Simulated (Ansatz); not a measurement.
Relaxed bulk PbI$_{2}$, space group P-3m1 (No. 164):

```xyz
3
Lattice="4.5526 0.0000 0.0000 -2.2763 3.9427 0.0000 0.0000 0.0000 6.9795" Properties=species:S:1:pos:R:3 pbc="T T T"
Pb    0.0000    0.0000    0.0000
I     0.0000    2.6285    1.8920
I     2.2763    1.3142    5.0875
```

Miller indices refer to the conventional cell of P-3m1 (No. 164), a = 4.553 Å, b = 4.553 Å, c = 6.979 Å, α = 90.00°, β = 90.00°, γ = 120.00°. The bulk's gap is 2.18 eV.

The (001) slab of 6 planes, 10.8 Å thick with 15 Å of vacuum as cut; outer planes I (top) and I (bottom).

These are results of DFT PBE+D3(BJ), scalar-relativistic, plane waves, PAW (Ansatz 0.2.0), not measurements. Plane waves to 420 eV, a k mesh through Γ of 6×6×1 on the computed 6-atom cell and Gaussian smearing (0.05 eV); no spin polarisation. A dipole correction removes the field between periodic images along c.

Results for the relaxed slab:

```
Surface energy (mean of both faces) : 0.10 J/m²
Gap of the slab on the mesh         : 2.47 eV
```

Relaxation lowers the energy by 0.000 J/m² a face; the largest move is 0.020 Å.

```
plane (bottom to top)  atoms  spacing to next, bulk (Å)  relaxed (Å)  change (%)
                    1      I                      1.892        1.903        +0.6
                    2     Pb                      1.892        1.897        +0.3
                    3      I                      3.195        3.204        +0.3
                    4      I                      1.892        1.897        +0.3
                    5     Pb                      1.892        1.903        +0.6
                    6      I
```

Slabs this thin can still miss converged surface energies by a few hundredths of a J/m² and work functions by about a tenth of an eV.

Spin-orbit coupling is left out, which matters for the bands of heavy elements.

γ = (E_slab − N·E_bulk)/2A = 0.233 eV / (2 × 17.95 Å²) = 6.5 meV/Å² = 0.10 J/m², with N = 6 atoms. The cut crosses no short bond: it runs through the gap between layers, which is why it costs little.

Cleaving PbI₂ along (001) leaves complete, charge-neutral I–Pb–I layers whose outer iodides keep their closed shells and their bonds to lead. With no dangling bonds to heal and no polar charge to compensate, the surface has little reason to reconstruct. The surface energy of 0.10 J/m² therefore mainly measures the lost attraction between layers, largely dispersion between polarisable iodides. All spacings expand slightly, the outermost Pb–I ones most, but the changes are too small to signal any real change in bonding.

The gap widens from 2.18 eV in the bulk to 2.47 eV in the slab. The valence edge of PbI₂ has antibonding I 5p–Pb 6s character and the conduction edge is mainly Pb 6p. Coupling between layers broadens these bands along the stacking direction, so restricting the crystal to two layers probably removes part of that dispersion and moves the edges apart. The gaps alone do not show how much each edge shifts, or whether the slab's gap is direct.
